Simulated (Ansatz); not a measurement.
BaH2:

```
Ba H
1.0
     4.46203    0.00000    0.00000
    -2.23101    3.86423    0.00000
     0.00000    0.00000    6.05529
Ba H
2 4
Direct
  0.33333 0.66667 0.25000
  0.66667 0.33333 0.75000
  0.00000 0.00000 0.00000
  0.00000 0.00000 0.50000
  0.66667 0.33333 0.25000
  0.33333 0.66667 0.75000
```

The cell comes from a database or a generator and needn't be the stable form of this composition.

Base run:

* Program: Ansatz 0.2.0
* Functional: LDA
* Potentials or basis: Ansatz PAW
* Cutoff: 420 eV
* Density cutoff: 1680 eV
* k mesh: 7 × 7 × 5
* Occupations: fermi-dirac, width 0.05 eV
* Spin: no spin polarisation

Its results: band gap on the k mesh 1.68 eV, indirect (least direct gap 2.56 eV); pressure -3.5 GPa.

**Question.** After a change of settings the same cell gave: band gap on the k mesh 2.26 eV, indirect (least direct gap 3.11 eV); pressure 1.2 GPa. Which change was it?
A. k mesh from 7 × 7 × 5 to 6 × 6 × 4; occupations from fermi-dirac, width 0.05 eV to fixed; potential files from those of the base run to others of the same set
B. functional from LDA to BLYP
C. functional from LDA to PBEsol; spin from no spin polarisation to spin-orbit coupling, no magnetisation; potential files from those of the base run to others of the same set
D. functional from LDA to r2SCAN; cutoff from 420 eV to 500 eV; density cutoff from 1680 eV to 2000 eV

**Answer.** B.

BLYP binds less tightly than LDA, so the same cell stands under more pressure.

Caveats: the k mesh misses the band edges, so the gap on the mesh is wider than the one along the path; spin-orbit coupling is left out, which moves the levels of the heavy elements; the PAW data sets come from PBE, with cores solved anew for the run's functional, which leaves a small shift of forces and pressure; the potentials were made for another functional, which shifts forces and pressure (some runs).

Not every run made on this cell is shown here.
